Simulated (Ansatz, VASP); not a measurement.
**Two plane-wave programs on Be**

```
Be
1.0
     2.24917    0.00000    0.00000
    -1.12459    1.94784    0.00000
     0.00000    0.00000    3.54837
Be
2
Direct
  0.33333 0.66667 0.25000
  0.66667 0.33333 0.75000
```

Alike in both runs: functional LDA; k mesh 21 × 21 × 12; occupations gaussian, width 0.1 eV; no spin polarisation.

Ansatz relaxed the structure, and its values are those at the end. VASP's run is a single point on that final structure, the one shown.

```csv
,VASP,Ansatz
version,VASP 6.6.1,Ansatz 0.2.0
potentials or method,"VASP PAW LDA potentials, release 64 (Be)","scalar-relativistic, plane waves, PAW"
plane-wave cutoff (eV),520,420
valence electrons in the cell,4,4
```

|  | VASP | Ansatz | Ansatz less VASP |
| --- | --- | --- | --- |
| gap on the k mesh at the Fermi level (eV) | none | none | - |
| pressure (GPa) | -3.3 | -3.7 | -0.42 |

A gap of «none» marks a metal or a gap that the smearing closes.
